# A shifted volume behind an unchanged bulk modulus

## The row that stands apart

GPAW makes CoSi₂ larger than the other four programs do. Its equilibrium volume is 12.93 Å³/atom, against 12.84 for the all-electron LAPW calculation, yet the two bulk moduli are equal to the digits printed. Judged by the modulus alone, GPAW would seem to agree perfectly. The puzzle is how a calculation can shift the minimum and leave the stiffness there untouched.

CoSi₂ (Fm-3m, 3-atom cell) in Kohn–Sham DFT with PBE, collinear spins, no spin–orbit coupling or dispersion correction, a 9×9×9 k mesh and Fermi–Dirac smearing of 0.05 eV. Volume, bulk modulus and its pressure derivative (the slope) come from Birch–Murnaghan fits to static-lattice energies at seven volumes. Basis entries in eV are plane-wave cutoffs, except for LAPW.

```
         program                              potentials                      basis  equilibrium volume (Å³/atom)  bulk modulus (GPa)  bulk modulus slope  equilibrium volume less the median of the rows (Å³/atom)
            VASP    VASP PAW PBE potentials, recommended                     520 eV                        12.827              178.30               4.610                                                    -0.013
          Ansatz                              Ansatz PAW                     420 eV                        12.837              178.40               4.560                                                    -0.003
     Ansatz LAPW  all electron LAPW, scalar relativistic  0.001 eV/atom basis error                        12.840              178.10               4.570                                                     0.000
Quantum ESPRESSO                 SSSP 1.3 efficiency PBE                     748 eV                        12.845              178.40               4.600                                                     0.005
            GPAW    GPAW PAW data sets (gpaw data 1.2.1)                     600 eV                        12.933              178.10               4.730                                                     0.093
```

## Why four programs nearly coincide

All five calculations use the same functional, PBE, but they do not all treat the inner electrons in the same way. LAPW includes every electron, and its total energy is near −18 000 eV per atom; VASP, which counts energy from another zero and keeps the core fixed, prints about −6 eV. This huge difference hardly matters for the volume. The minimum depends on how the energy changes as the atoms move together, and a core that stays the same adds only a constant.

What remains is the balance between Co–Si bonding and the repulsion of overlapping electron clouds. A good potential reproduces that balance outside the core without carrying the core along. The four volumes other than GPAW's accordingly lie within 0.14% of one another. Working cutoffs and small potential errors can produce differences of this size, so the order of these four has no physical meaning.

## From an extra pressure to a larger crystal

The equilibrium volume V₀ is the volume at which the pressure vanishes. Near it, the pressure falls on expansion at a rate set by the bulk modulus B. If an error adds a small pressure p, the crystal must expand until the elastic response cancels it:

ΔV ≈ V₀ p / B

For CoSi₂, an extra 1 GPa therefore enlarges the volume by about 0.07 Å³/atom. A softer crystal would respond more strongly to the same error. GPAW's offset from LAPW, 0.093 Å³/atom, thus corresponds to an extra pressure of a little over 1 GPa.

This offset is 0.24% in length, which matters when CoSi₂ serves as a crystalline contact on silicon. The two lattices match so closely that an error of 0.24% would noticeably change the calculated strain, unless silicon's lattice had a similar error in the same program.

## Tilted or displaced?

An extra pressure can arise in two simple ways. It may be the same at every volume, which tilts the energy curve, or the whole curve may be displaced towards larger volume. Both enlarge the crystal, but they leave different stiffnesses at the new minimum.

A diatomic molecule such as N₂ shows the difference. Pull its atoms apart with a steady force and the bond becomes longer and softer, because each further stretch then adds less restoring force. Slide the whole energy curve outwards instead, and the bond becomes longer while its stiffness at the minimum stays the same. The comparison carries over because one length fixes the whole geometry of this cubic crystal; it concerns the form of the error, not its origin.

The tilted curve can be tested with one estimate. The bulk modulus slope B′ says how fast B rises with pressure, and for a small change of volume B varies as V to the power −B′. LAPW has B′ = 4.57, so an expansion of 0.72% should lower its modulus by about 4.57 × 0.72% ≈ 3.3%. That would leave roughly 172 GPa at GPAW's minimum.

GPAW gives 178.1 GPa there. Its modulus was not used in the estimate, so the comparison is a real test, and the constant extra pressure fails it. The displaced curve predicts the modulus to within one per cent. It is still an approximation, since a pure displacement would also leave the slope nearly unchanged, whereas GPAW's slope is 4.73.

## What a common volume reveals

The equal moduli belong to crystals of different size. At LAPW's equilibrium volume, GPAW's curve has a modulus of about 184 GPa, 3.5% above LAPW's. Expansion to GPAW's own minimum softens the crystal by almost the same amount. The two effects cancel, and the column of bulk moduli hides the discrepancy.

A Birch–Murnaghan pressure curve, rebuilt for each of the five rows from its volume, modulus and slope, shows the same thing without an adjustable parameter. GPAW's excess pressure over LAPW rises from about 1.0 GPa in the most expanded cell to 1.8 GPa in the most compressed one. The other three programs stay within about 0.2 GPa of LAPW at the volumes compared. The output after this text lists these pressures and moduli.

GPAW's crystal thus behaves as though its atoms were very slightly too large. At the minimum its Co–Si contacts are about 0.006 Å longer than LAPW's. This describes the energy curve; it does not show that either atom has a wrong radius.

## What the stress says about the basis

GPAW also disagrees with itself. In the cell of 12.80 Å³/atom, the slope of its energy curve gives a pressure of 1.83 GPa, while the stress that it prints is 1.36 GPa. In the other four programs the two agree within about 0.05 GPa.

An incomplete plane-wave basis would produce a difference of this sign. The stress is calculated as if the set of plane waves stayed fixed while the cell expands. The same waves then describe finer detail less well, the energy rises artificially, and the pressure comes out too low. This error is called Pulay stress. Energies calculated at a fixed cutoff largely avoid it, because a larger cell receives more plane waves.

The mismatch is thus a warning about the basis, but it does not divide the volume offset into parts. Even the printed stresses put GPAW's minimum about 0.06 Å³/atom beyond LAPW's. Most of the offset therefore appears in both routes to the equilibrium volume.

## Data set or cutoff?

A frozen core is a natural suspect, since squeezed Co 3p electrons could respond to their neighbours. Yet VASP's standard Co potential freezes 3p, and its volume is slightly below LAPW's. Freezing that shell is therefore not enough by itself to enlarge the crystal as GPAW does. The construction of the Co or Si data set may be responsible, but that remains a guess.

The next calculation should repeat the GPAW curve at a higher cutoff with the same data sets. If the volume moves towards 12.84 Å³/atom, the basis was responsible; if it stays near 12.93 while stress and energy come to agree, suspicion falls on the data sets. The second outcome is the more likely, because the volume of 12.93 Å³/atom already comes from energies at a fixed cutoff, which largely avoid the Pulay error. These five rows do not prove it.

The analysis program printed:

```
spread of the four volumes without GPAW (A^3/atom): 0.018
the same spread (% of the LAPW volume): 0.1402
GPAW volume less LAPW volume (A^3/atom): 0.093
the same offset (% of volume): 0.7243
the same offset (% of length): 0.2409
Co-Si contact at the minimum, GPAW less LAPW (A): 0.005591
volume shift caused by 1 GPa of extra pressure (A^3/atom): 0.07209
spread of all five bulk moduli (GPa): 0.3
modulus of the LAPW curve at the GPAW volume (GPa): 172.3
GPAW less LAPW volume from the printed stresses (A^3/atom): 0.05904
share of the offset that the printed stresses give (%): 63.48
pressure in excess of LAPW at common volumes (GPa):
               row  at 12.036 A^3  at 12.804 A^3  at 13.572 A^3
              VASP        -0.2082         -0.182        -0.1385
            Ansatz       -0.03729       -0.04136       -0.04917
       Ansatz LAPW              0              0              0
  Quantum ESPRESSO         0.1283         0.0713        0.04601
              GPAW          1.826          1.325          1.037
pressure at 12.804 A^3/atom from energies and as printed:
               row  from energy curve (GPa)  printed stress (GPa)  difference (GPa)  volume of zero printed stress (A^3/atom)
              VASP                   0.3234                0.3163          0.007118                                     12.83
            Ansatz                    0.464                0.4656          -0.00155                                     12.84
       Ansatz LAPW                   0.5054                0.5184          -0.01299                                     12.84
  Quantum ESPRESSO                   0.5767                 0.527           0.04966                                     12.84
              GPAW                     1.83                 1.356            0.4746                                      12.9
modulus of every curve at the LAPW volume:
               row  modulus (GPa)  excess over LAPW (%)
              VASP          177.5               -0.3541
            Ansatz          178.2               0.06177
       Ansatz LAPW          178.1                     0
  Quantum ESPRESSO          178.7                 0.348
              GPAW          184.3                 3.473
```
